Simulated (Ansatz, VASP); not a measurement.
## GaN: VASP beside Ansatz

Wanted: the spread between two codes on one cell, functional and k mesh. The cell is taken from a series of VASP runs on this material, whose earlier steps may have relaxed, scaled or displaced it; both programs get it as it stands.

Calculated with Ansatz 0.2.0; plane waves, with VASP 6.6.1 beside it; band structure at r2SCAN, single point at r2SCAN and band structure at r2SCAN, spin-orbit coupling.

**1. Set-up**

The structure is hexagonal, space group P6_3mc (No. 186). The conventional cell has a = 3.189 Å, b = 3.189 Å, c = 5.194 Å, α = 90.00°, β = 90.00°, γ = 120.00°. Nearest to Ga lie 4 N at 1.95 to 1.96 Å. Nearest to N lie 4 Ga at 1.95 to 1.96 Å. Farther neighbours and most contacts between anions are not listed.

Coordinates:

```xyz
4
Lattice="3.1889 0.0000 0.0000 -1.5944 2.7616 0.0000 0.0000 0.0000 5.1941" Properties=species:S:1:pos:R:3 pbc="T T T"
Ga    0.0000    1.8411    5.1899
Ga    1.5944    0.9205    2.5928
N     0.0000    1.8411    1.9520
N     1.5944    0.9205    4.5490
```

**2. VASP: band structure, r2SCAN**

The same path points are solved in both programs, so levels can be compared one by one.

Lines of VASP's logs that name or quote its potential files are left out, and so is its time.

Contents of INCAR:

```
SYSTEM = GaN
PREC = Accurate
ENCUT = 520
EDIFF = 1E-06
NELM = 100
ISMEAR = 0
SIGMA = 0.05
LREAL = .FALSE.
ALGO = Normal
METAGGA = R2SCAN
LASPH = .TRUE.
NBANDS = 32
LORBIT = 11
LWAVE = .FALSE.
LCHARG = .FALSE.
KPAR = 4
```

Contents of POSCAR:

```
GaN
1.0
    3.1888555310      0.0000000000      0.0000000000
   -1.5944277655      2.7616298988      0.0000000000
    0.0000000000      0.0000000000      5.1940668973
Ga N
2 2
Direct
    0.3333333333      0.6666666667      0.9991932276
    0.6666666667      0.3333333333      0.4991932276
    0.3333333333      0.6666666667      0.3758067724
    0.6666666667      0.3333333333      0.8758067724
```

Contents of KPOINTS:

```
Automatic mesh
0
Gamma
7 7 4
0 0 0
```

Contents of KPOINTS_OPT:

```
Line mode
16
Line-mode
Reciprocal
  0.00000000   0.00000000   0.00000000 GAMMA
  0.50000000   0.00000000   0.00000000 M

  0.50000000   0.00000000   0.00000000 M
  0.33333333   0.33333333   0.00000000 K

  0.33333333   0.33333333   0.00000000 K
  0.00000000   0.00000000   0.00000000 GAMMA

  0.00000000   0.00000000   0.00000000 GAMMA
  0.00000000   0.00000000   0.50000000 A

  0.00000000   0.00000000   0.50000000 A
  0.50000000   0.00000000   0.50000000 L

  0.50000000   0.00000000   0.50000000 L
  0.33333333   0.33333333   0.50000000 H

  0.33333333   0.33333333   0.50000000 H
  0.00000000   0.00000000   0.50000000 A

  0.50000000   0.00000000   0.50000000 L
  0.50000000   0.00000000   0.00000000 M

  0.33333333   0.33333333   0.00000000 K
  0.33333333   0.33333333   0.50000000 H
```

Potentials, in the order of the species: Ga_d and N (PBE family, release 64).

Started as:

```sh
$ mpirun -np 4 vasp_std
```

Numbers of over 12 decimals in the logs are rounded to 6 here.

The program printed:

```text
[banner, memory and clock lines left out]
running    4 mpi-ranks, on    1 nodes
 distrk:  each k-point on    1 cores,    4 groups
 distr:  one band on    1 cores,    1 groups

 POSCAR found type information on POSCAR GaN
 POSCAR found :  2 types and       4 ions
|                                                                             |
|               ----> ADVICE to this user running VASP <----                  |
|                                                                             |
|     You enforced a specific xc type in the INCAR file but a different       |
|     [... a line on the potential file left out ...]
|     I HOPE YOU KNOW WHAT YOU ARE DOING!                                     |
|                                                                             |

 LDA part: xc-table for (None), standard interpolation
 POSCAR, INCAR and KPOINTS ok, starting setup
 FFT: planning ... GRIDC
 FFT: planning ... GRID_SOFT
 FFT: planning ... GRID
 WAVECAR not read
 entering main loop
       N       E                     dE             d eps       ncg     rms          rms(c)
DAV:   1     0.285569068695E+03    0.28557E+03   -0.16502E+04  1912   0.214E+03
DAV:   2    -0.104068560560E+02   -0.29598E+03   -0.26994E+03  1560   0.521E+02
DAV:   3    -0.522668522554E+02   -0.41860E+02   -0.41213E+02  1800   0.133E+02
DAV:   4    -0.536307655851E+02   -0.13639E+01   -0.13625E+01  1760   0.268E+01
DAV:   5    -0.536525599172E+02   -0.21794E-01   -0.21794E-01  1912   0.336E+00    0.102E+01
DAV:   6    -0.436066042353E+02    0.10046E+02   -0.50028E+00  2504   0.409E+01    0.304E+00
DAV:   7    -0.438004525477E+02   -0.19385E+00   -0.14661E+00  1616   0.789E+00    0.263E+00
DAV:   8    -0.438200756764E+02   -0.19623E-01   -0.51659E-02  2304   0.383E+00    0.724E-01
DAV:   9    -0.438204892463E+02   -0.41357E-03   -0.24871E-02  2048   0.186E+00    0.158E-01
DAV:  10    -0.438206187962E+02   -0.12955E-03   -0.24428E-03  2064   0.385E-01    0.522E-02
DAV:  11    -0.438207676391E+02   -0.14884E-03   -0.23279E-04  1880   0.132E-01    0.177E-02
DAV:  12    -0.438207614619E+02    0.61772E-05   -0.40423E-05  1928   0.742E-02    0.100E-02
DAV:  13    -0.438207580202E+02    0.34417E-05   -0.46845E-06  1784   0.125E-02    0.961E-03
DAV:  14    -0.438207582727E+02   -0.25254E-06   -0.68857E-07  1296   0.764E-03
   1 F= -.43820758E+02 E0= -.43820758E+02  d E =-.188839E-15
 Start KPOINTS_OPT (optional k-point list driver)
k-point batch [1-24\144]
       N       E                     dE             ncg
DAV:   1     0.341081800509E+04   -0.19016E+05     1904
DAV:   2    -0.349081754102E+04   -0.69016E+04     1536
DAV:   3    -0.443944511154E+04   -0.94863E+03     1816
DAV:   4    -0.446899301723E+04   -0.29548E+02     1744
DAV:   5    -0.446941818521E+04   -0.42517E+00     1984
DAV:   6    -0.446943533899E+04   -0.17154E-01     2096
DAV:   7    -0.446943567699E+04   -0.33801E-03     2048
DAV:   8    -0.446943567980E+04   -0.28023E-05     1392
DAV:   9    -0.446943568009E+04   -0.28941E-06     1272
[...]
k-point batch [121-144\144]
       N       E                     dE             ncg
DAV:   1     0.336557594971E+04   -0.32900E+05     1904
DAV:   2    -0.363750641163E+04   -0.70031E+04     1560
DAV:   3    -0.461817772630E+04   -0.98067E+03     1800
DAV:   4    -0.464909272566E+04   -0.30915E+02     1792
DAV:   5    -0.464954537461E+04   -0.45265E+00     1936
DAV:   6    -0.464956198398E+04   -0.16609E-01     2136
DAV:   7    -0.464956229213E+04   -0.30815E-03     2024
DAV:   8    -0.464956229713E+04   -0.50006E-05     1424
DAV:   9    -0.464956229773E+04   -0.60543E-06     1264
```

Parts of OUTCAR (step 2):

```text
ion  position               nearest neighbor table
   1  0.333  0.667  0.999-   4 1.95   4 1.95   4 1.95   3 1.96
   2  0.667  0.333  0.499-   3 1.95   3 1.95   3 1.95   4 1.96
   3  0.333  0.667  0.376-   2 1.95   2 1.95   2 1.95   1 1.96
   4  0.667  0.333  0.876-   1 1.95   1 1.95   1 1.95   2 1.96

  LATTYP: Found a hexagonal cell.
 ALAT       =     3.1888555310
 C/A-ratio  =     1.6288185046

 Subroutine GETGRP returns: Found 12 space group operations
 (whereof  6 operations were pure point group operations)

The static configuration has the point symmetry C_3v.
 The point group associated with its full space group is C_6v.

 Found     24 irreducible k-points:

   k-points           NKPTS =     24   k-points in BZ     NKDIM =     24   number of bands    NBANDS=     32

   dimension x,y,z NGX =    24 NGY =   24 NGZ =   40
   dimension x,y,z NGXF=    48 NGYF=   48 NGZF=   80

   ENCUT  =  520.0 eV  38.22 Ry    6.18 a.u.   5.93  5.93  9.66*2*pi/ulx,y,z

   NELECT =      36.0000    total number of electrons

 k-points in reciprocal lattice and weights: Automatic mesh
   0.00000000  0.00000000  0.00000000       0.005
   0.14285714 -0.00000000  0.00000000       0.031
   0.28571429  0.00000000  0.00000000       0.031
   0.42857143 -0.00000000  0.00000000       0.031
   0.14285714  0.14285714  0.00000000       0.031
   0.28571429  0.14285714  0.00000000       0.061
   0.42857143  0.14285714  0.00000000       0.031
   0.28571429  0.28571429  0.00000000       0.031
   0.00000000  0.00000000  0.25000000       0.010
[...]
0.42857143  0.14285714  0.50000000       0.031
   0.28571429  0.28571429  0.50000000       0.031

 average (electrostatic) potential at core
       1 -68.2952       2 -68.2952       3 -64.9527       4 -64.9527

 E-fermi :   5.3073

 k-point     1 :       0.0000    0.0000    0.0000
  band No.  band energies     occupation
    ...
     14       3.9820      2.00000
     15       3.9820      2.00000
     16       5.0036      2.00000
     17       5.0425      2.00000
     18       5.0425      2.00000
     19       7.3451      0.00000
     20       9.8196      0.00000
     21      14.9650      0.00000
     22      15.5982      0.00000
     23      15.5982      0.00000
    ...

 k-point     2 :       0.1429   -0.0000    0.0000
  band No.  band energies     occupation
    ...
     14       2.6555      2.00000
     15       3.5808      2.00000
     16       3.6388      2.00000
     17       4.7931      2.00000
     18       4.8581      2.00000
     19       8.6096      0.00000
     20      10.8901      0.00000
     21      14.0994      0.00000
     22      14.7576      0.00000
     23      16.0900      0.00000
    ...

 k-point     3 :       0.2857    0.0000    0.0000
  band No.  band energies     occupation
    ...
     14       0.5013      2.00000
     15       1.6419      2.00000
     16       2.8228      2.00000
     17       4.1011      2.00000
     18       4.4172      2.00000
     19      10.0978      0.00000
     20      11.4725      0.00000
     21      12.6712      0.00000
     22      14.1496      0.00000
     23      15.9953      0.00000
    ...

  Total       -0.0035014     -0.0035014     -0.0355179      0.0000000      0.0000000      0.0000000
  in kB       -0.1226436     -0.1226436     -1.2440858      0.0000000      0.0000000      0.0000000
  external PRESSURE =      -0.4964576 kB  Pullay stress =       0.0000000 kB

  energy-cutoff  :      520.00
  volume of cell :       45.74
      direct lattice vectors                 reciprocal lattice vectors
     3.188855531  0.000000000  0.000000000     0.313592131  0.181052501  0.000000000
    -1.594427766  2.761629899  0.000000000     0.000000000  0.362105002  0.000000000
     0.000000000  0.000000000  5.194066897     0.000000000  0.000000000  0.192527362

 POSITION                                       TOTAL-FORCE (eV/Angst)
 -----------------------------------------------------------------------------------
     -0.00000      1.84109      5.18988        -0.000000     -0.000000     -0.003420
      1.59443      0.92054      2.59284         0.000000      0.000000     -0.003420
     -0.00000      1.84109      1.95197         0.000000      0.000000      0.003420
      1.59443      0.92054      4.54900         0.000000      0.000000      0.003420
 -----------------------------------------------------------------------------------
    total drift:                                0.000002      0.000004      0.035217

  FREE ENERGIE OF THE ION-ELECTRON SYSTEM (eV)
  ---------------------------------------------------
  free  energy   TOTEN  =       -43.8207582727 eV

  energy  without entropy=      -43.8207582727  energy(sigma->0) =      -43.82075827

 total charge
# of ion       s       p       d       tot
------------------------------------------
    1        0.754   0.875  10.190  11.819
    2        0.754   0.875  10.190  11.819
    3        1.232   2.544   0.000   3.776
    4        1.232   2.544   0.000   3.776
--------------------------------------------------
tot          3.970   6.839  20.381  31.190

[... 3 further parts left out ...]
```

Spin-orbit coupling is off here; it would split degenerate levels.

**3. Ansatz: band structure, r2SCAN**

Ansatz runs on its default PAW (the set named soft_2) files.

The same cell, functional, mesh and smearing now go to Ansatz, which takes its cutoff from its data sets.

Contents of input.yaml:

```yaml
crystal:
  lattice:
    - [3.188855531, 0.0, 0.0]
    - [-1.5944277655, 2.7616298988, 0.0]
    - [0.0, 0.0, 5.1940668973]
  atoms:
    - { symbol: Ga, position: [0.3333333333, 0.6666666667, 0.9991932276] }
    - { symbol: Ga, position: [0.6666666667, 0.3333333333, 0.4991932276] }
    - { symbol: "N", position: [0.3333333333, 0.6666666667, 0.3758067724] }
    - { symbol: "N", position: [0.6666666667, 0.3333333333, 0.8758067724] }
hamiltonian:
  xc: r2scan
  pseudopotentials: { kind: paw }
kpoints:
  mp_grid: { grid: [7, 7, 4] }
  band_path:
    path:
      - [0.0, 0.0, 0.0]
      - [0.13333, 0.0, 0.0]
      - [0.3, 0.0, 0.0]
      - [0.46667, 0.0, 0.0]
      - [0.46667, 0.06667, 0.0]
      - [0.41111, 0.17778, 0.0]
      - [0.35556, 0.28889, 0.0]
      - [0.28889, 0.28889, 0.0]
      - [0.17778, 0.17778, 0.0]
      - [0.06667, 0.06667, 0.0]
      - [0.0, 0.0, 0.03333]
      - [0.0, 0.0, 0.2]
      - [0.0, 0.0, 0.36667]
      - [0.0, 0.0, 0.5]
      - [0.16667, 0.0, 0.5]
      - [0.3, 0.0, 0.5]
      - [0.46667, 0.0, 0.5]
      - [0.46667, 0.06667, 0.5]
      - [0.41111, 0.17778, 0.5]
      - [0.35556, 0.28889, 0.5]
      - [0.28889, 0.28889, 0.5]
      - [0.17778, 0.17778, 0.5]
      - [0.06667, 0.06667, 0.5]
      - [0.5, 0.0, 0.46667]
      - [0.5, 0.0, 0.3]
      - [0.5, 0.0, 0.13333]
      - [0.33333, 0.33333, 0.0]
      - [0.33333, 0.33333, 0.16667]
      - [0.33333, 0.33333, 0.33333]
      - [0.33333, 0.33333, 0.5]
    npoints: 1
scf:
  occupations: { method: gaussian, width: 0.05 }
  n_extra_bands: 8
output:
  forces: true
  stress: true
  eigenvalues: true
```

Started as:

```sh
$ ansatz run input.yaml --threads 2 --pin off --max-ram 4608MiB --backend cpu --events-out ev --progress --plain --runs-dir out
```

The program printed:

```text
scf.n_extra_bands = 8 over 18 filled bands (N_el = 36.0): the run solves 26 bands
Engine: ansatz 0.2.0, aarch64-unknown-linux-gnu
Pseudopotentials: kind: paw
Pseudopotential: Ga, paw, valence charge 13, recommended cutoff 500 eV (meta_gga), Ga.paw.azcp
Pseudopotential: N, paw, valence charge 5, recommended cutoff 500 eV (meta_gga), N.paw.azcp
Functional definition: r2SCAN
  parameter k0 = 0.174
  parameter k1 = 0.065
  parameter a1 = 4.9479
  exchange = r2scan_x(k0 = k0, k1 = k1, a1 = a1)
  correlation = r2scan_c
Crystal: 4 atoms, lattice volume = 45.741 Å³
Basis set: ecut = 500 eV, 1141 PW (Γ), exchange–correlation on 96×96×160 points (64 copies of the dense FFT grid, shifted against one another)
Bands: 26, of which v1, the nominal top of the filled ones, is band 18 counted from 1 (17 counted from 0)
Symmetry: 12 space group operations
Space group: P63mc (ITA 186), of the structure as read, at distance tolerance 3.6e-5 Å
k-points: 24 of 196 (time reversal used)
Non-local potential: Ga, projectors of the file, l = 0: 2, l = 1: 2, l = 2: 3, l = 3: 1
Non-local potential: N, projectors of the file, l = 0: 2, l = 1: 2, l = 2: 1
PAW form: soft (Blöchl's): semilocal exchange-correlation on the pseudo side does not see the compensation charge
PAW frozen core: Ga, regenerated for the run's functional (the file was generated under x = pbe(κ = 0.804, μ = 0.219515), c = pbe(β = 0.066725))
PAW frozen core: N, regenerated for the run's functional (the file was generated under x = pbe(κ = 0.804, μ = 0.219515), c = pbe(β = 0.066725))
PAW one-centre angular grid: Ga, 590 points (default); XC on 160 Gauss nodes
PAW one-centre angular grid: N, 302 points (default); XC on 160 Gauss nodes
Initial density: superposition of atomic densities (neutral atoms: chi_scale 0, normalization atom), corrected by the library's trained network
Initial wavefunctions: pseudopotential atomic-orbital guess
Functional: x = r2scan, c = r2scan; τ floored in thin density (d = 2e-4 eV/Å³)
SCF iter   1: F=—  HF=-8352.710478 eV  |F-HF|=—  |Δ(HF+E_count)|=         —  Δρ=1.25e-2  dr2=2.68e-2  dr2_τ=1.88e-1  ethr=1.77e-3  ⟨swp⟩=5.0  Hψ=2486  notcnv=0  defer=17
preconditioner: auto → Resta (q_TF=auto, 2.622 Å⁻¹)  ε∞=3.7  [insulator: Δε(μ)=2.271 eV  Ē_g=19.912 eV  σ=0.050 eV  W_gap=1.00  n_scr=22 (ndim 8)  ℏωp=32.9 eV  f_vac=0.008  D(μ)=0.00/eV (n_scr^D=0)  ε∞_Penn≈3.7]
SCF iter   2: F=—  HF=-8352.772801 eV  |F-HF|=—  |Δ(HF+E_count)|=   6.23e-2  Δρ=5.77e-3  dr2=9.26e-3  dr2_τ=3.06e-4  ethr=7.44e-5  ⟨swp⟩=2.0  Hψ=1374  notcnv=0  defer=66
SCF iter   3: F=—  HF=-8352.772305 eV  |F-HF|=—  |Δ(HF+E_count)|=   4.96e-4  Δρ=3.63e-3  dr2=2.49e-3  dr2_τ=9.19e-5  ethr=2.57e-5  ⟨swp⟩=2.4  Hψ=954  notcnv=0  defer=66
SCF iter   4: F=—  HF=-8352.772346 eV  |F-HF|=—  |Δ(HF+E_count)|=   4.15e-5  Δρ=2.73e-4  dr2=1.90e-5  dr2_τ=1.04e-5  ethr=6.90e-6  ⟨swp⟩=1.7  Hψ=804  notcnv=0  defer=66
SCF iter   5: F=—  HF=-8352.772360 eV  |F-HF|=—  |Δ(HF+E_count)|=   1.38e-5  Δρ=1.33e-4  dr2=3.78e-6  dr2_τ=4.64e-7  ethr=5.27e-8  ⟨swp⟩=2.0  Hψ=968  notcnv=0  defer=66
SCF iter   6: F=—  HF=-8352.772365 eV  |F-HF|=—  |Δ(HF+E_count)|=   4.55e-6  Δρ=4.49e-5  dr2=9.35e-7  dr2_τ=4.27e-8  ethr=1.05e-8  ⟨swp⟩=2.6  Hψ=990  notcnv=0  defer=66
SCF iter   7: F=—  HF=-8352.772364 eV  |F-HF|=—  |Δ(HF+E_count)|=   1.06e-7  Δρ=1.54e-5  dr2=1.06e-7  dr2_τ=8.41e-9  ethr=2.60e-9  ⟨swp⟩=2.2  Hψ=892  notcnv=0  defer=66
SCF iter   8: F=-8352.772364 eV  HF=-8352.772364 eV  |F-HF|=1.56e-8  |Δ(HF+E_count)|=   1.53e-8  Δρ=7.72e-6  dr2=2.65e-8  dr2_τ=5.34e-10  ethr=2.78e-10  ⟨swp⟩=7.3  Hψ=2308  notcnv=0
SCF 1 converged in 8 iterations: F = -8352.772364 eV  dr2 = 2.65e-8
  greatest PAW one-centre occupation: 0.995 electrons in one spin orbital (limit 2), on the Ga atom at site 1 (counted from 0), in its partial waves of l = 2
NSCF: frozen V_eff on 30 k-points
SCF converged after 8 iterations
Free energy (F): -8352.772364 eV
Harris-Foulkes:  -8352.772364 eV  (|F-HF|=1.56e-8)
Internal energy: -8352.772364 eV  (E = F + TS)
E sigma→0 (E₀):  -8352.772364 eV
Fermi energy:    10.558115 eV
--- Per-component energies (eV) ---
  E_band       = -32.391570
  E_kinetic    = 493.887778
  E_local      = -3912.822288  (includes V_loc(G=0)·N_el)
  E_nonlocal   = 952.945997
  E_hartree    = 1804.980435
  E_xc         = -243.361855
  E_vxc        = -287.007451  (∫ρ·V_xc dr)
  E_paw        = -4274.815119  (= ΣΔE_a)
  E_vpaw       = -905.032613  (= ΣTr[D̂ρ^β])
  E_aug_tail   = -0.000039  (compensation charges beyond the density's cutoff)
  E_vtau       = 15.673158  (kinetic-family band-sum trace: ∫τ·v_τ [+ j·A + Jᵃ·Aᵃ] dr)
  E_ewald      = -3172.222003
  E_core_change = -1.365269  (= ΣΔE_core)
  E_smearing   = -0.000000  (= −TS)
  E_closure    = 0.000000  (closes the sum)
  Σ components = -8352.772364   (vs F -8352.772364, Δ=0.00e0)
--- Forces (eV/Å), atoms counted from 1 ---
  atom   1  Ga     0.00000000     0.00000000    -0.00889662
  atom   2  Ga    -0.00000000    -0.00000000    -0.00889662
  atom   3  N     -0.00000000     0.00000000     0.00891099
  atom   4  N      0.00000000    -0.00000000     0.00891099
  max |Σ_I F_I| component: 2.87e-5 eV/Å
--- Stress (GPa, compression-positive) ---
       -1.101135       0.000000      -0.000000
        0.000000      -1.101135       0.000000
       -0.000000       0.000000      -1.109905
  P = ⅓ Tr σ = -1.1041 GPa (-11.041 kbar)
--- Band table (eV; the first three rows and the last of 24) ---
  k-point 0: bands = [... 14 lower, 8.3425, 9.3641, 9.4029, 9.4029, 11.7125, 14.2008, 19.3356, 19.9689, ... 4 higher]
  k-point 1: bands = [... 14 lower, 8.4913, 8.4913, 9.2412, 9.2412, 12.9253, 14.3019, 18.9178, 19.6464, ... 4 higher]
  k-point 2: bands = [... 14 lower, 8.8597, 8.8597, 8.8597, 8.8597, 14.1447, 14.1447, 18.5654, 18.5654, ... 4 higher]
  k-point 23: bands = [... 14 lower, 5.4523, 5.4523, 7.8313, 7.8313, 16.0432, 16.0432, 17.6950, 17.6950, ... 4 higher]
```

Run time: 6 s. Hardware: 2 threads of Arm Neoverse V1, shared host; peak memory 0.39 GiB; 12 s of CPU time.

Reading the cycles: dr2 is the Hartree energy of the density residual (eV), the measure of convergence; HF is the Harris–Foulkes estimate of the energy, which meets the free energy F at convergence.

**4. Side by side**

Known differences besides the potentials themselves: VASP keeps PBE cores, Ansatz makes them for the functional; the cutoff is 500 eV in Ansatz and 520 eV in VASP. Total energies have different zeros and are not compared.

Both answers:

| quantity | Ansatz | VASP | difference |
| --- | --- | --- | --- |
| pressure (GPa) | -1.10 | -0.05 | -1.05 |
| pressure without Ansatz's Pulay correction (GPa) | -1.20 | -0.05 | -1.15 |
| gap over the path points (eV) | 2.310 | 2.303 | +0.007 |

Levels at points of the path, from each program's valence-band top (eV; 4 filled, then empty):

```csv
k (reciprocal lattice),Ansatz,VASP
0.000 0.000 0.000,-1.06 -0.04 0.00 0.00 2.31 4.80 9.93,-1.06 -0.04 0.00 0.00 2.30 4.78 9.92
0.133 0.000 0.000,-1.42 -1.27 -0.22 -0.16 3.46 5.77 9.19,-1.42 -1.27 -0.22 -0.16 3.45 5.75 9.17
0.300 0.000 0.000,-3.58 -2.29 -1.04 -0.67 5.17 6.41 7.52,-3.58 -2.29 -1.04 -0.67 5.16 6.39 7.51
0.467 0.000 0.000,-4.32 -2.80 -2.17 -1.01 5.58 6.11 6.57,-4.32 -2.80 -2.17 -1.01 5.57 6.09 6.55
0.467 0.067 0.000,-4.24 -3.01 -2.25 -1.21 5.88 6.26 6.52,-4.25 -3.01 -2.25 -1.21 5.87 6.25 6.50
0.411 0.178 0.000,-4.35 -3.61 -2.42 -2.02 6.02 7.32 7.36,-4.35 -3.61 -2.42 -2.02 6.02 7.30 7.35
0.356 0.289 0.000,-5.15 -3.27 -2.81 -2.70 5.64 8.26 8.61,-5.16 -3.27 -2.81 -2.70 5.64 8.23 8.58
0.289 0.289 0.000,-4.71 -3.61 -2.56 -2.47 5.78 7.97 8.69,-4.71 -3.61 -2.56 -2.47 5.77 7.94 8.66
0.178 0.178 0.000,-4.00 -2.64 -1.19 -1.03 5.68 7.44 7.86,-4.00 -2.64 -1.19 -1.03 5.66 7.42 7.84
0.067 0.067 0.000,-1.46 -0.93 -0.17 -0.15 3.25 5.58 9.56,-1.46 -0.93 -0.17 -0.15 3.25 5.56 9.55
```

At this near-relaxed geometry the largest component of a force difference is 5 meV/Å. Among the levels compared at these points, filled levels agree within 5 meV and empty ones within 34 meV. Ansatz's pressure holds a Pulay correction of 0.10 GPa; VASP's holds none.

[end of part 1 of 2]

[Lines on the potential files, build, host, timing and source positions are cut from VASP's logs without a mark.]

[Logs are printed without paths, hosts, clocks, repeated set-up lines and the standing remarks that a program may print on its own settings, such as how far it seeks lower states.]

[Hosts, paths, dates, database ids (printed as entryN), source tags and the programs' standing remarks are cut or masked in the printed files.]
